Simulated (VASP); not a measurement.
Wanted: an ASE script for a VASP 6.6.1 run.

```yaml
Task: single point
Functional: PBE
Potentials_or_basis: VASP PAW PBE potentials, release 64 (Lu)
Cutoff: 520 eV
k_mesh: 10 × 10 × 10
Occupations: gaussian, width 0.1 eV
Spin: no spin polarisation
Further_INCAR_settings: ALGO = Fast; EDIFF = 1.00e-06; NBANDS = 18
```

Lu:

```
Lu
1.0
    -1.95411    1.95411    1.95411
     1.95411   -1.95411    1.95411
     1.95411    1.95411   -1.95411
Lu
1
Direct
  0.00000 0.00000 0.00000
```

This isn't the form of Lu at room conditions, which is hcp.

One way to write it, as run:

run.py

```python
from ase import Atoms
from ase.calculators.vasp import Vasp
from ase.dft.bandgap import bandgap

atoms = Atoms(
    ['Lu'],
    cell=[[-1.9541071088, 1.9541071088, 1.9541071088], [1.9541071088, -1.9541071088, 1.9541071088], [1.9541071088, 1.9541071088, -1.9541071088]],
    scaled_positions=[[0.0, 0.0, 0.0]],
    pbc=True,
)
calc = Vasp(
    directory='calc',
    xc='lda',
    pp='PBE',
    setups={'base': 'minimal'},
    prec='Accurate',
    encut=520,
    ediff=1e-06,
    ismear=0,
    sigma=0.1,
    lreal=False,
    lasph=True,
    nelm=100,
    algo='Fast',
    isif=2,
    lwave=False,
    lcharg=False,
    kpts=[10, 10, 10],
    gamma=True,
    nbands=18,
)
atoms.calc = calc

print('energy (eV):', atoms.get_potential_energy())
print('free energy (eV):', atoms.get_potential_energy(force_consistent=True))
print('forces (eV/A):')
print(atoms.get_forces())
print('stress (eV/A^3, Voigt):', atoms.get_stress())
print('Fermi level (eV):', calc.get_fermi_level())
gap, top, bottom = bandgap(calc)
print('band gap (eV):', gap, 'from (spin, k, band)', top, 'to', bottom)
```

Potentials or basis: VASP PAW PBE potentials, release 64 (Lu).

The run is started by

```bash
$ python run.py
```

It gave:

```yaml
Pressure: -0.3 GPa
Band_gap_on_the_k_mesh: none (metal or under the smearing width)
```

Caveat: ASE's xc='lda' writes no GGA tag, so the PBE potentials set the functional and the run is PBE.

Wall time 45 s on 1 thread of Intel(R) Xeon(R) Platinum 8488C (Sapphire Rapids), with other jobs on the host, peak memory 0.18 GiB.
